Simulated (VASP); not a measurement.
# Ta₂N: kinetic-energy density

Ta₂N, P-3m1 (no. 164), 3 atoms in the cell. PBE; PAW potentials Ta_pv, N (PBE set).

## Input

INCAR:
```
SYSTEM = Ta2N
ALGO     = Normal         ! electronic algorithm
EDIFF    = 1E-7           ! SCF threshold, eV
ENCUT    = 520            ! plane-wave cutoff, eV
ISIF     = 2              ! what is computed and relaxed
ISMEAR   = 0              ! smearing method
LASPH    = .TRUE.         ! aspherical terms in the spheres
LCHARG   = .TRUE.         ! write CHGCAR
LREAL    = .FALSE.        ! projectors in reciprocal space
LTAU     = .TRUE.       
LWAVE    = .FALSE.        ! write WAVECAR
NELM     = 100            ! most SCF steps
PREC     = Accurate       ! precision mode
SIGMA    = 0.02           ! smearing width, eV
```

KPOINTS:
```
k-points
0
Gamma
  8 8 5
```

POSCAR:
```
Ta2N
1.0
    3.1128615060      0.0000000000      0.0000000000
   -1.5564307530      2.6958171426      0.0000000000
    0.0000000000      0.0000000000      4.8698410000
Ta N
2 1
Direct
    0.3333333333      0.6666666667      0.2547110000
    0.6666666667      0.3333333333      0.7452890000
    0.0000000000      0.0000000000      0.0000000000
```

Commands:
```
cat potpaw_PBE.64/Ta_pv/POTCAR potpaw_PBE.64/N/POTCAR > POTCAR
mpirun -np 1 vasp_std > vasp.out
```

## Result

- Kinetic energy of the pseudo orbitals (eV): 535.80

VASP 6.6.1 took 11 s on 1 core (Intel Xeon 6975P-C (Granite Rapids)), a shared host.
